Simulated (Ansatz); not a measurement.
Runs of Ansatz 0.2.0 on Sb. The structure is tetragonal, space group I4/mmm (No. 139). Conventional cell: a = 3.153 Å, b = 3.153 Å, c = 5.424 Å, α = 90.00°, β = 90.00°, γ = 90.00°. Sb (site symmetry 4/mmm) is surrounded by 12 Sb at 3.15 to 3.51 Å. This isn't the form of Sb at room conditions, which is rhombohedral.

```csv
task,level,spin,cell,k mesh,points for each segment of the path,gap on the mesh (eV),pressure (GPa),relaxed volume (Å³/atom)
relaxation of cell and atoms,BLYP,off,relaxed,12 × 12 × 12,-,none,0.0,(a)
band structure,revPBE,off,as given,12 × 12 × 12,14,none,2.7,-
relaxation of cell and atoms,revPBE,off,relaxed,12 × 12 × 12,-,none,0.0,28.05
band structure,PBEsol,"SOC, no magnetisation",as given,9 × 9 × 9,14,none,(b),-
band structure,RPBE,off,as given,12 × 12 × 12,14,none,3.1,-
```

Alike in all rows: potentials or basis Ansatz PAW; cutoff (eV) 420; smearing fermi-dirac 0.05 eV.

Q: Fill in the values left out.

A: (a) 32.30; (b) -1.0.

Caveats: the PAW data sets come from PBE, with cores solved anew for the run's functional, which leaves a small shift of forces and pressure; the plane-wave basis is chosen anew once the cell has moved, so the energies of steps on either side of that aren't comparable (some runs); spin-orbit coupling is left out, which moves the levels of the heavy elements (some runs); the volume moved by over 15 % at a fixed basis, so the end points are rough (some runs).

A k mesh can miss the band edges, and rows without SOC leave out spin-orbit coupling on Sb.

A gap of «none» marks a metal or a gap under the smearing width.

Runs at the PBE level aren't shown here.
